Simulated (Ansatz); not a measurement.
## As in Ansatz: the effect of functional

As:

```
As
1.0
     1.89325    1.09307    3.53733
    -1.89325    1.09307    3.53733
     0.00000   -2.18614    3.53733
As
2
Direct
  0.22600 0.22600 0.22600
  0.77400 0.77400 0.77400
```

The cell isn't the ideal one: volume scaled by 1.02.

Alike in all runs:

* Program: Ansatz 0.2.0
* Task: single point
* Potentials or basis: Ansatz PAW
* k mesh: 9 × 9 × 9
* Occupations: fermi-dirac, width 0.05 eV
* Spin: no spin polarisation

| functional | cutoff | pressure (GPa) | largest force (eV/Å) |
| --- | --- | --- | --- |
| LDA | 420 eV (not typed: the program's choice for these potentials) | -2.8 | 0.13 |
| r2SCAN | 500 eV (not typed: the program's choice for these potentials) | ? | ? |
| PBE | 420 eV (not typed: the program's choice for these potentials) | 2.1 | 0.29 |

Task: What does the run with functional r2SCAN give?

Result: Pressure 0.3 GPa; largest force 0.02 eV/Å.

Caveats: the PAW data sets come from PBE, with cores solved anew for the run's functional, which leaves a small shift of forces and pressure (some runs).
